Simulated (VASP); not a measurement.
# MgTe (P6_3mc) in VASP: notebook

The runs below take MgTe through relaxation of cell and atoms, single point, with PBE.

All numbers are computed with VASP 6.6.1; they aren't measurements. Logs are shortened: lines on timing, memory, paths and dates and some standing lists are left out, and cuts for length are marked.

**1. The structure**

The structure is hexagonal, space group P6_3mc (No. 186). Conventional cell: a = 4.520 Å, b = 4.520 Å, c = 7.330 Å, α = 90.00°, β = 90.00°, γ = 120.00°. Mg (site symmetry 3m) has 4 Te at 2.74 to 2.82 Å as nearest neighbours. Around Te (site symmetry 3m) lie 4 Mg at 2.74 to 2.82 Å.

**2. Relaxation of cell and atoms, PBE**

Contents of INCAR:

```
SYSTEM = MgTe
  PREC = Accurate
  ENCUT = 600
  EDIFF = 1E-7
  ISMEAR = 0
  SIGMA = 0.02
  LREAL = .FALSE.
  LASPH = .TRUE.
  NELM = 100
  ALGO = Fast
  ISIF = 3
  LWAVE = .FALSE.
  LCHARG = .FALSE.
  GGA = PE
  IBRION = 2
  NSW = 100
  EDIFFG = -0.005
```

Contents of KPOINTS:

```
Automatic mesh
0
G
  6 6 4
  0 0 0
```

Contents of POSCAR:

```
MgTe
1.0
    4.5200000000      0.0000000000      0.0000000000
   -2.2600000000      3.9144348251      0.0000000000
    0.0000000000      0.0000000000      7.3300000000
Mg Te
2 2
Direct
    0.3333333333      0.6666666667      0.0000000000
    0.6666666667      0.3333333333      0.5000000000
    0.3333333333      0.6666666667      0.3850000000
    0.6666666667      0.3333333333      0.8850000000
```

Potentials or basis: VASP PAW PBE potentials, release 64 (Mg, Te).

Launch:

```
$ cat potpaw_PBE.64/Mg/POTCAR potpaw_PBE.64/Te/POTCAR > POTCAR
$ mpirun -np 1 vasp_std > vasp.out
```

OUTCAR:

```text
SYSTEM = MgTe
   PREC = Accurate
   ENCUT = 600
   EDIFF = 1E-7
   ISMEAR = 0
   LREAL = .FALSE.
   LASPH = .TRUE.
   NELM = 100
   ISIF = 3
   GGA = PE
   IBRION = 2
   NSW = 100
   EDIFFG = -0.005

 ion  position               nearest neighbor table
   1  0.333  0.667  0.000-   4 2.74   4 2.74   4 2.74   3 2.82
   2  0.667  0.333  0.500-   3 2.74   3 2.74   3 2.74   4 2.82
   3  0.333  0.667  0.385-   2 2.74   2 2.74   2 2.74   1 2.82
   4  0.667  0.333  0.885-   1 2.74   1 2.74   1 2.74   2 2.82

  LATTYP: Found a hexagonal cell.
 ALAT       =     4.5200000000
 C/A-ratio  =     1.6216814159

  Lattice vectors:

 A1 = (   4.5200000000,   0.0000000000,   0.0000000000)
 A2 = (  -2.2600000000,   3.9144348251,   0.0000000000)
 A3 = (   0.0000000000,   0.0000000000,   7.3300000000)

Analysis of symmetry for initial positions (statically):
=====================================================================
 Subroutine PRICEL returns:
 Original cell was already a primitive cell.

 Routine SETGRP: Setting up the symmetry group for a
 hexagonal supercell.

 Subroutine GETGRP returns: Found 12 space group operations
 (whereof  6 operations were pure point group operations)
 out of a pool of 24 trial point group operations.

The static configuration has the point symmetry C_3v.
 The point group associated with its full space group is C_6v.

Analysis of symmetry for dynamics (positions and initial velocities):
=====================================================================
 Subroutine PRICEL returns:
 Original cell was already a primitive cell.

 Routine SETGRP: Setting up the symmetry group for a
 hexagonal supercell.

 Subroutine GETGRP returns: Found 12 space group operations
 (whereof  6 operations were pure point group operations)
 out of a pool of 24 trial point group operations.

The dynamic configuration has the point symmetry C_3v.
 The point group associated with its full space group is C_6v.

 Subroutine INISYM returns: Found 12 space group operations
 (whereof  6 operations are pure point group operations),
 and found     1 'primitive' translations

----------------------------------------------------------------------------------------

                                     Primitive cell

  volume of cell :     129.6915

  direct lattice vectors                    reciprocal lattice vectors
     4.520000000  0.000000000  0.000000000     0.221238938  0.127732360  0.000000000
    -2.260000000  3.914434825  0.000000000     0.000000000  0.255464721  0.000000000
     0.000000000  0.000000000  7.330000000     0.000000000  0.000000000  0.136425648

  length of vectors
     4.520000000  4.520000000  7.330000000     0.255464721  0.255464721  0.136425648

  position of ions in fractional coordinates (direct lattice)
     0.333333333  0.666666667  0.000000000
     0.666666667  0.333333333  0.500000000
     0.333333333  0.666666667  0.385000000
     0.666666667  0.333333333  0.885000000

  ion indices of the primitive-cell ions
   primitive index   ion index
                 1           1
                 2           2
                 3           3
                 4           4

----------------------------------------------------------------------------------------

 KPOINTS: Automatic mesh

Automatic generation of k-mesh.
 Grid dimensions read from file:
 generate k-points for:    6    6    4

 Generating k-lattice:

  Cartesian coordinates                     Fractional coordinates (reciprocal lattice)
     0.036873156  0.021288727  0.000000000     0.166666667 -0.000000000  0.000000000
     0.000000000  0.042577453  0.000000000     0.000000000  0.166666667  0.000000000
     0.000000000  0.000000000  0.034106412     0.000000000  0.000000000  0.250000000

  Length of vectors
     0.042577453  0.042577453  0.034106412

  Shift w.r.t. Gamma in fractional coordinates (k-lattice)
     0.000000000  0.000000000  0.000000000

 Subroutine IBZKPT returns following result:
 ===========================================

 Found     21 irreducible k-points:

 Following reciprocal coordinates:
            Coordinates               Weight
  0.000000  0.000000  0.000000      1.000000
  0.166667  0.000000  0.000000      6.000000
  0.333333 -0.000000  0.000000      6.000000
  0.500000 -0.000000  0.000000      3.000000
  0.166667  0.166667  0.000000      6.000000
  0.333333  0.166667  0.000000     12.000000
[... 13 lines left out ...]
  0.333333  0.166667  0.500000     12.000000
  0.333333  0.333333  0.500000      2.000000
   k-points           NKPTS =     21   k-points in BZ     NKDIM =     21   number of bands    NBANDS=     12
   number of dos      NEDOS =    301   number of ions     NIONS =      4
   total plane-waves  NPLWV =  77760
   dimension x,y,z NGX =    36 NGY =   36 NGZ =   60
   dimension x,y,z NGXF=    72 NGYF=   72 NGZF=  120
   ions per type =               2   2
   NGX,Y,Z   is equivalent  to a cutoff of  13.24, 13.24, 13.61 a.u.
   NGXF,Y,Z  is equivalent  to a cutoff of  26.48, 26.48, 27.22 a.u.
 SYSTEM =  MgTe
   PREC   = accura    normal or accurate (medium, high low for compatibility)
   ISTART =      0    job   : 0-new  1-cont  2-samecut
   ICHARG =      2    charge: 1-file 2-atom 10-const
   ISPIN  =      1    spin polarized calculation?
   LNONCOLLINEAR =      F non collinear calculations
   LSORBIT =      F    spin-orbit coupling
   LASPH  =      T    aspherical Exc in radial PAW
   ENCUT  =  600.0 eV  44.10 Ry    6.64 a.u.   9.03  9.03 14.64*2*pi/ulx,y,z
   NELM   =    100;   NELMIN=  2; NELMDL= -5     # of ELM steps
   EDIFF  = 0.1E-06   stopping-criterion for ELM
   LREAL  =      F    real-space projection
   EDIFFG = -.5E-02   stopping-criterion for IOM
   NSW    =    100    number of steps for IOM
   IBRION =      2    ionic relax: 0-MD 1-quasi-New 2-CG
   NFREE  =      1    steps in history (QN), initial steepest desc. (CG)
   ISIF   =      3    stress and relaxation
   ISYM   =      2    0-nonsym 1-usesym 2-fastsym
   POTIM  = 0.5000    time-step for ionic-motion
   TEBEG  =    0.0;   TEEND  =   0.0 temperature during run
   PSTRESS=    0.0 pullay stress
   NELECT =      16.0000    total number of electrons
   NUPDOWN=      -1.0000    fix difference up-down
   EMIN   =  10.00;   EMAX   =-10.00  energy-range for DOS
   EFERMI =   0.00;   METHOD = LEGACY
   ISMEAR =     0;   SIGMA  =   0.02  broadening in eV -4-tet -1-fermi 0-gaus
   EFERMI_NEDOS =   21; number of points for ismear=-14 and -15
   IALGO  =     68    algorithm
   IMIX   =      4    mixing-type and parameters
     AMIX     =   0.40;   BMIX     =  1.00
     AMIX_MAG =   1.60;   BMIX_MAG =  1.00
  volume/ion in A,a.u.               =      32.42       218.80
  Fermi-wavevector in a.u.,A,eV,Ry     =   0.814975  1.540080  9.036777  0.664184
  Thomas-Fermi vector in A             =   1.924979
   LORBIT       =      0    0 simple, 1 ext, 2 COOP (PROOUT), +10 PAW based schemes
   GGA     = PE    functional components
   LHFCALC =     F    Hartree Fock is set to
   AEXX    =    0.0000 exact exchange contribution
   IVDW    =     0    specifies the selected vdW correction
   LEPSILON=     F    determine dielectric tensor
   LRPA    =     F    only Hartree local field effects (RPA)
 conjugate gradient relaxation of ions
 non-spin polarized calculation
 RMM-DIIS sequential band-by-band and
 Gauss-broadening in eV      SIGMA  =   0.02
  energy-cutoff  :      600.00
  volume of cell :      129.69
 maximum number of plane-waves:      4377
   NGX = 19   NGY = 19   NGZ = 29

--------------------------------------- Ionic step        1  -------------------------------------------

 number of electron      16.0000000 magnetization

 Free energy of the ion-electron system (eV)
  ---------------------------------------------------
  ext. energy  EPLUGINS =         0.00000000
  ---------------------------------------------------
  free energy    TOTEN  =       -12.73908593 eV

  energy without entropy =      -12.73908593  energy(sigma->0) =      -12.73908593

------------------------ aborting loop because EDIFF is reached ----------------------------------------

  FORCE on cell =-STRESS in cart. coord.  units (eV):
  Direction    XX          YY          ZZ          XY          YZ          ZX
  --------------------------------------------------------------------------------------
  -------------------------------------------------------------------------------------
  Total        2.3236638      2.3236638      1.1978075      0.0000000      0.0000000      0.0000000
  in kB       28.7059808     28.7059808     14.7974251      0.0000000      0.0000000      0.0000000
  external PRESSURE =      24.0697956 kB  Pullay stress =       0.0000000 kB
[... 289 lines left out ...]
  energy  without entropy=      -12.8105441816  energy(sigma->0) =      -12.81054418

--------------------------------------- Ionic step        9  -------------------------------------------

 number of electron      15.9999999 magnetization

 Free energy of the ion-electron system (eV)
  ---------------------------------------------------
  ext. energy  EPLUGINS =         0.00000000
  ---------------------------------------------------
  free energy    TOTEN  =       -12.81055312 eV

  energy without entropy =      -12.81055312  energy(sigma->0) =      -12.81055312

 E-fermi :   1.8331     XC(G=0):  -7.7575

 val. band max:        1.7503247592   @ k =   0.0000   0.0000   0.0000
 cond. band min:       4.1140242734   @ k =   0.0000   0.0000   0.0000
 fundamental gap:      2.3636995142
 Fermi energy:         1.8330913967

 k-point     1 :       0.0000    0.0000    0.0000
  band No.  band energies     occupation
      1      -8.3875      2.00000
      2      -7.8166      2.00000
      3      -1.4084      2.00000
      4       1.2747      2.00000
      5       1.2747      2.00000
      6       1.7431      2.00000
      7       1.7431      2.00000
      8       1.7503      2.00000
      9       4.1140      0.00000
     10       4.6764      0.00000
     11       6.9995      0.00000
     12       6.9995      0.00000
[... 329 lines left out ...]
  FREE ENERGIE OF THE ION-ELECTRON SYSTEM (eV)
  ---------------------------------------------------
  free  energy   TOTEN  =       -12.8105531179 eV

  energy  without entropy=      -12.8105531179  energy(sigma->0) =      -12.81055312

 reached required accuracy - stopping structural energy minimisation
```

It took 5 min on 1 thread of Intel Xeon Platinum 8488C (Sapphire Rapids), shared host; peak memory 0.3 GiB.

What came out:

- Free energy: -12.8106 eV
- Relaxed volume: 34.47 Å³/atom
- Relaxed cell: a = 4.608 Å, b = 4.608 Å, c = 7.498 Å, α = 90.00°, β = 90.00°, γ = 120.00°
- Space group after relaxing (to 0.05 Å): P6_3mc (No. 186)
- Energy gained by relaxing: 17.9 meV/atom
- Ionic steps: 9
- Pressure after relaxing: 0.0 GPa
- Band gap on the k mesh: 2.36 eV, direct

The path:
| step | energy change (eV) | largest force (eV/Å) | pressure (GPa) | volume (Å³) |
| --- | --- | --- | --- | --- |
| 1 | 0.0000 | 0.2350 | 2.41 | 129.69 |
| 2 | -0.0668 | 0.0595 | -0.30 | 139.04 |
| 3 | -0.0677 | 0.0758 | -0.04 | 137.98 |
| 4 | -0.0677 | 0.0732 | -0.08 | 138.15 |
| 5 | -0.0688 | 0.0511 | -0.05 | 138.04 |
| 6 | -0.0700 | 0.0163 | 0.04 | 137.70 |
| 7 | -0.0708 | 0.0121 | 0.04 | 137.73 |
| 8 | -0.0715 | 0.0034 | 0.02 | 137.78 |
| 9 | -0.0715 | 0.0017 | 0.00 | 137.88 |

Final structure:
```xyz
4
Lattice="4.6079 0.0000 0.0000 -2.3039 3.9905 0.0000 0.0000 0.0000 7.4983" Properties=species:S:1:pos:R:3 pbc="T T T"
Mg    0.0000    2.6604    0.0324
Mg    2.3039    1.3302    3.7815
Te    0.0000    2.6604    2.8545
Te    2.3039    1.3302    6.6036
```

Caveat: spin-orbit coupling is left out, which moves the levels of the heavy elements. A hybrid or GW would open this gap; PBE tends to underestimate it.

**3. Single point, PBE**

This run uses another cell than the first one, of 34.49 Å³/atom, 1.064 times its volume.

Contents of INCAR:

```
ALGO = Normal ; EDIFF = 1E-6
ENCUT = 520 ; GGA = PE
ISIF = 2 ; ISMEAR = 0
LASPH = True ; LCHARG = True
LELF = True ; LREAL = False
LVHAR = True ; LWAVE = False
NBANDS = 16 ; NELM = 100
PREC = Accurate ; SIGMA = 0.02
```

Contents of KPOINTS:

```
k-points
0
Gamma
  9 9 4
```

Contents of POSCAR:

```
MgTe
1.0
    4.6071654310      0.0000000000      0.0000000000
   -2.3035827155      3.9899223027      0.0000000000
    0.0000000000      0.0000000000      7.5055058358
Mg Te
2 2
Direct
    0.3333333333      0.6666666667      0.0044219831
    0.6666666667      0.3333333333      0.5044219831
    0.3333333333      0.6666666667      0.3805780169
    0.6666666667      0.3333333333      0.8805780169
```

Potentials or basis: VASP PAW PBE potentials, release 64 (Mg, Te).

Launch:

```
$ cat potpaw_PBE.64/Mg/POTCAR potpaw_PBE.64/Te/POTCAR > POTCAR
$ mpirun -np 1 vasp_std > vasp.out
```

Wall time 1.7 min (1 thread of Intel Xeon Platinum 8488C (Sapphire Rapids), shared host); peak memory 0.29 GiB.

It converged, with:

| Property | Result |
| --- | --- |
| Free energy | -12.8120 eV |
| Pressure | 0.0 GPa |
| Band gap on the k mesh | 2.36 eV, direct |

Levels at points of the mesh, in eV from the valence-band top:
| k point | band 5 | band 6 | band 7 | band 8 | band 9 | band 10 | band 11 | band 12 |
| --- | --- | --- | --- | --- | --- | --- | --- | --- |
| (0.00, 0.00, 0.00) | -0.47 | 0.00 | 0.00 | 0.00 | 2.36 | 2.94 | 5.26 | 5.26 |
| (0.00, 0.00, 0.50) | -0.25 | -0.25 | -0.25 | -0.25 | 3.39 | 3.39 | 5.51 | 5.51 |

Caveat: spin-orbit coupling is left out, which moves the levels of the heavy elements.

**4. Relaxation of cell and atoms, PBE**

This run uses another cell than the first one, of 34.49 Å³/atom, 1.064 times its volume.

Contents of INCAR:

```
SYSTEM = MgTe
PREC = Accurate ; ENCUT = 600
EDIFF = 1E-6 ; ISMEAR = 0
SIGMA = 0.02 ; LREAL = .FALSE.
LASPH = .TRUE. ; NELM = 100
ALGO = Normal ; ISIF = 3
LWAVE = .FALSE. ; LCHARG = .FALSE.
GGA = PE ; IBRION = 2
NSW = 100 ; EDIFFG = -0.005
```

Contents of KPOINTS:

```
regular mesh
0
G
  9 9 4
  0 0 0
```

POSCAR is that of step 3.

Launch:

```
$ cat potpaw_PBE.64/Mg/POTCAR potpaw_PBE.64/Te/POTCAR > POTCAR
$ mpirun -np 1 vasp_std > vasp.out
```

Wall time 2.4 min (1 thread of Intel Xeon Platinum 8488C (Sapphire Rapids), shared host); peak memory 0.35 GiB.

Results (log left out):

```
Free energy                            : -12.8122 eV
Relaxed volume                         : 34.46 Å³/atom
Relaxed cell                           : a = 4.606 Å, b = 4.606 Å, c = 7.503 Å, α = 90.00°, β = 90.00°, γ = 120.00°
Space group after relaxing (to 0.05 Å) : P6_3mc (No. 186)
Energy gained by relaxing              : 0.0 meV/atom
Ionic steps                            : 2
Pressure after relaxing                : 0.0 GPa
Band gap on the k mesh                 : 2.37 eV, direct
```

Forces on the atoms (eV/Å):
```
Mg   0.000  0.000 -0.002
Mg   0.000  0.000 -0.002
Te   0.000  0.000  0.002
Te   0.000  0.000  0.002
```

Final structure:
```
Mg Te
1.0
     4.60620    0.00000    0.00000
    -2.30310    3.98908    0.00000
     0.00000    0.00000    7.50259
Mg Te
2 2
Direct
  0.33333 0.66667 0.00441
  0.66667 0.33333 0.50441
  0.33333 0.66667 0.38059
  0.66667 0.33333 0.88059
```

Levels at points of the mesh, in eV from the valence-band top:
```
           k point  band 4  band 5  band 6  band 7  band 8  band 9  band 10  band 11  band 12
(0.00, 0.00, 0.00)   -0.47   -0.47    0.00    0.00    0.00    2.37     2.94     5.26     5.26
(0.00, 0.00, 0.50)   -1.95   -0.25   -0.25   -0.25   -0.25    3.39     3.39     5.51     5.51
```

Caveat: spin-orbit coupling is left out, which moves the levels of the heavy elements.

**5. Single point, PBE**

Contents of INCAR:

```
SYSTEM = MgTe
PREC = Accurate
ENCUT = 520
EDIFF = 1E-6
ISMEAR = 0
SIGMA = 0.1
LREAL = .FALSE.
LASPH = .TRUE.
NELM = 100
ALGO = Normal
ISIF = 2
LWAVE = .FALSE.
LCHARG = .FALSE.
GGA = PE
NBANDS = 16
```

Contents of KPOINTS:

```
Automatic mesh
0
G
  6 6 4
  0 0 0
```

Contents of POSCAR:

```
MgTe
1.0
    4.5200000000      0.0000000000      0.0000000000
   -2.2600000000      3.9144348251      0.0000000000
    0.0000000000      0.0000000000      7.3300000000
Mg Te
2 2
Direct
    0.3333333333      0.6666666667      0.0000000000
    0.6666666667      0.3333333333      0.5000000000
    0.3333333333      0.6666666667      0.3850000000
    0.6666666667      0.3333333333      0.8850000000
```

Launch:

```
$ cat potpaw_PBE.64/Mg/POTCAR potpaw_PBE.64/Te/POTCAR > POTCAR
$ mpirun -np 1 vasp_std > vasp.out
```

Run time: 37 s. Hardware: 1 thread of Intel Xeon Platinum 8488C (Sapphire Rapids), shared host; peak memory 0.25 GiB.

It converged, with:

* Free energy: -12.7388 eV
* Pressure: 2.4 GPa
* Largest force: 0.235 eV/Å
* Band gap on the k mesh: 2.55 eV, direct

Forces on the atoms (eV/Å):
```
Mg   0.000  0.000  0.235
Mg   0.000  0.000  0.235
Te   0.000  0.000 -0.235
Te   0.000  0.000 -0.235
```

Stress tensor (GPa, compression positive):
```
2.87 0.00 0.00
0.00 2.87 0.00
0.00 0.00 1.48
```

Levels at points of the mesh, in eV from the valence-band top:
```
           k point  band 6  band 7  band 8  band 9  band 10  band 11
(0.00, 0.00, 0.00)   -0.15   -0.15    0.00    2.55     2.90     5.19
(0.50, 0.00, 0.00)   -1.42   -1.08   -0.61    3.02     3.82     4.27
(0.00, 0.00, 0.50)   -0.42   -0.42   -0.42    3.44     3.44     5.44
(0.50, 0.00, 0.50)   -1.06   -0.98   -0.98    3.17     3.17     4.14
```

Caveat: spin-orbit coupling is left out, which moves the levels of the heavy elements.

**6. Summary**

```csv
task,cell,k mesh,cutoff (eV),smearing,gap on the mesh (eV),pressure (GPa),relaxed volume (Å³/atom)
relaxation of cell and atoms,relaxed,6 × 6 × 4,600,gaussian 0.02 eV,2.36,0.0,34.47
single point,"P6_3mc, 34.49 Å³/atom",9 × 9 × 4,520,gaussian 0.02 eV,2.36,0.0,-
relaxation of cell and atoms,relaxed,9 × 9 × 4,600,gaussian 0.02 eV,2.37,0.0,34.46
single point,"P6_3mc, 32.42 Å³/atom",6 × 6 × 4,520,gaussian 0.1 eV,2.55,2.4,-
```

Alike in all rows: level PBE; potentials or basis VASP PAW PBE potentials, release 64 (Mg, Te); no spin polarisation.

Caveats: spin-orbit coupling is left out, which moves the levels of the heavy elements.

Total energies depend on the potentials used, so only differences within one code and one set of settings carry meaning.
